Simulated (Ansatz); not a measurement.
## Which way does BeS + BaTe ⇌ BeTe + BaS run?

Plane-wave DFT in Ansatz with scalar-relativistic PAW potentials, cutoff 420 eV, Γ-centred meshes chosen by cell and gap, Gaussian smearing with energies taken to zero width. Every cell was relaxed (cell and atoms) in a run of its own, within the symmetry of its start. Functional: PBE.

Total energies hold large constants for each element; a whole number of eV per atom of each element is taken off below, which cancels in a balanced reaction.

| compound | lowest structure computed | structures tried | V (Å³/atom) | gap on mesh (eV) | E (eV per formula unit, common shift removed) |
| --- | --- | --- | --- | --- | --- |
| BeS | F-43m | 6 | 14.49 | 3.15 | -1.9655 |
| BaTe | Fm-3m | 4 | 44.11 | 1.66 | -3.1380 |
| BeTe | F-43m | 3 | 22.70 | 2.03 | -0.4448 |
| BaS | Fm-3m | 6 | 33.21 | 2.23 | -3.8642 |

Q: Work out the reaction energy at 0 K.

A: ΔE = E(BeTe) + E(BaS) − E(BeS) − E(BaTe) = 0.795 eV, or 77 kJ per mole of reaction (199 meV/atom). The left side is lower: Be takes S and Ba takes Te. Pauling's electronegativities (Ba 0.89, Be 1.57; S 2.58, Te 2.1) would pair Ba with S, the most ionic bond; the result goes the other way, so matching of sizes, lattice energies or covalent bonding outweigh it. All four are computed as solids; where they are solids at ordinary conditions entropy changes little. A lower structure that wasn't tried would shift the value, and mixed crystals may lie lower than either side.

Spin-orbit coupling is left out, which matters for the bands of heavy elements.